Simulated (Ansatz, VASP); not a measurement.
# Sc in VASP and in Ansatz

Contents of INCAR:

```
SYSTEM = Sc
  PREC = Accurate
  ENCUT = 520
  EDIFF = 1E-7
  ISMEAR = -1
  SIGMA = 0.05
  LREAL = .FALSE.
  LASPH = .TRUE.
  NELM = 100
  ALGO = Normal
  ISIF = 2
  LWAVE = .FALSE.
  LCHARG = .FALSE.
  GGA = PS
  NBANDS = 18
```

File KPOINTS:

```
regular mesh
0
G
  9 9 5
  0 0 0
```

Contents of POSCAR:

```
Sc
1.0
    3.3738988294      0.0000000000      0.0000000000
   -1.6869494147      2.9218820960      0.0000000000
    0.0000000000      0.0000000000      5.3767242965
Sc
2
Direct
    0.6666666667      0.3333333333      0.7500000000
    0.3333333333      0.6666666667      0.2500000000
```

File input.yaml:

```yaml
crystal:
  lattice:
    - [3.3738988294, 0.0, 0.0]
    - [-1.6869494147, 2.921882096, 0.0]
    - [0.0, 0.0, 5.3767242965]
  atoms:
    - { symbol: Sc, position: [0.6666666667, 0.3333333333, 0.75] }
    - { symbol: Sc, position: [0.3333333333, 0.6666666667, 0.25] }
hamiltonian:
  xc: pbesol
  pseudopotentials: { kind: paw }
kpoints:
  mp_grid: { grid: [9, 9, 5] }
scf:
  occupations: { method: fermi_dirac, width: 0.05 }
output:
  forces: true
  stress: true
  eigenvalues: true
```

Alike in both runs: task single point; functional PBEsol; k mesh 9 × 9 × 5; occupations fermi-dirac, width 0.05 eV; no spin polarisation.

|  | VASP | Ansatz |
| --- | --- | --- |
| version | VASP 6.6.1 | Ansatz 0.2.0 |
| potentials or method | VASP PAW PBE potentials, release 64 (Sc_sv) | Ansatz PAW |
| plane-wave cutoff (eV) | 520 | 420 |
| valence electrons in the cell | 22 | 22 |

```csv
,VASP,Ansatz,Ansatz less VASP
gap on the k mesh at the Fermi level (eV),none,none,-
pressure (GPa),-5.3,-5.3,0.00
largest component of the traceless stress (GPa),0.89,0.89,-0.001
```

A gap of «none» marks a metal or a gap that the smearing closes.

Caveats: the PAW data sets were made with another functional, which shifts forces and pressure a little (VASP); the PAW data sets come from PBE, with cores solved anew for the run's functional, which leaves a small shift of forces and pressure (Ansatz).
